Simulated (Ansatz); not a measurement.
A surface is cut from this relaxed crystal of HfO$_{2}$:

```cif
data_structure
_symmetry_space_group_name_H-M 'Fm-3m'
_symmetry_Int_Tables_number 225
_cell_length_a 5.0976
_cell_length_b 5.0976
_cell_length_c 5.0976
_cell_angle_alpha 90.000
_cell_angle_beta 90.000
_cell_angle_gamma 90.000
_cell_volume 132.46
loop_
_atom_site_label
_atom_site_type_symbol
_atom_site_symmetry_multiplicity
_atom_site_Wyckoff_symbol
_atom_site_fract_x
_atom_site_fract_y
_atom_site_fract_z
_atom_site_occupancy
Hf1 Hf 4 a 0.00000 0.00000 0.00000 1
O1 O 8 c 0.25000 0.75000 0.75000 1
```

Miller indices refer to the conventional cell of Fm-3m (No. 225), a = 5.098 Å, b = 5.098 Å, c = 5.098 Å, α = 90.00°, β = 90.00°, γ = 90.00°. The bulk's gap is 3.75 eV.

The (110) slab of 6 planes, 9.0 Å thick with 15 Å of vacuum as cut; outer planes HfO2 (top) and HfO2 (bottom).

Computed with Ansatz, DFT PBE, scalar-relativistic, plane waves, PAW. Cutoff 420 eV; k points 7×5×1 on the computed 18-atom cell (Γ-centred); Gaussian smearing, width 0.05 eV; no spin polarisation. The cell repeats along c with a dipole correction in the vacuum.

The slab's inner planes relax by over 3 % too, so it holds no bulk-like region.

With the atoms at the bulk's places:

For the slab as cut, the surface energy (mean of both faces) is 2.01 J/m² and the gap of the slab on the mesh is 1.63 eV. The bulk valence band top under the vacuum level is 4.50 eV and the bulk conduction band bottom under the vacuum level is 0.75 eV.

Q: What changes when all atoms relax?

A: The energy falls by 0.765 J/m² a face, and the largest move is 0.26 Å.

For the relaxed slab, the surface energy (mean of both faces) is 1.24 J/m². The gap of the slab on the mesh is 3.24 eV.

```csv
plane (bottom to top),atoms,"spacing to next, bulk (Å)",relaxed (Å),change (%),rumpling (Å)
1,HfO2,1.802,1.665,-7.6,0.294
2,HfO2,1.802,1.945,+7.9,0.241
3,HfO2,1.802,1.719,-4.6,0.161
4,HfO2,1.802,1.945,+7.9,0.161
5,HfO2,1.802,1.665,-7.6,0.241
6,HfO2,,,,0.294
```

With no bulk-like middle, the error of these values can't be bounded.

Spin-orbit coupling is left out, which matters for the bands of heavy elements. The fluorite structure is a prototype's; whether HfO2 takes it wasn't checked. An odd k mesh misses the midpoints of the zone's edges, so a slab's gap and band edges read on it can be off.

Worked out: the slab's 18 atoms lie 2.850 eV above the same atoms in the bulk. Shared over two faces of 18.37 Å² this is 77.6 meV/Å², and 1 eV/Å² is 16.02 J/m², which gives 1.24 J/m². The cut crosses 4 bonds a cell (neighbours within 10 % of the shortest distances), so each costs 0.71 eV on this count. The top two spacings change in opposite senses (-7.6 and +7.9 %). The top plane, flat in the bulk, buckles with O 0.29 Å above Hf: the anion outward, the common sense of rumpling on ionic faces.

Relaxation removes more than a third of the cleavage cost and restores most of the gap, from 1.63 to 3.24 eV. Each (110) plane is stoichiometric and carries no net charge, so the face needs no compensating charge; the penalty comes from broken Hf–O bonds. The cut leaves Hf six-coordinate and O three-coordinate, and the weaker Madelung potential there probably pushes O 2p states up and Hf 5d states down into the gap. Moving Hf inward relative to O shortens the remaining bonds and drives these states back towards the band edges. Confinement alone would widen the gap beyond the bulk's 3.75 eV, so the remaining narrowing suggests surface-derived edge states.

The alternation of the spacings doesn't die out towards the middle. Cubic HfO2 is a high-temperature phase, soft against oxygen displacements, so part of the energy gain may come from the film distorting towards a lower-symmetry phase rather than from surface healing. The value of 1.24 J/m² therefore can't be carried over to monoclinic HfO2, the stable phase under ambient conditions.
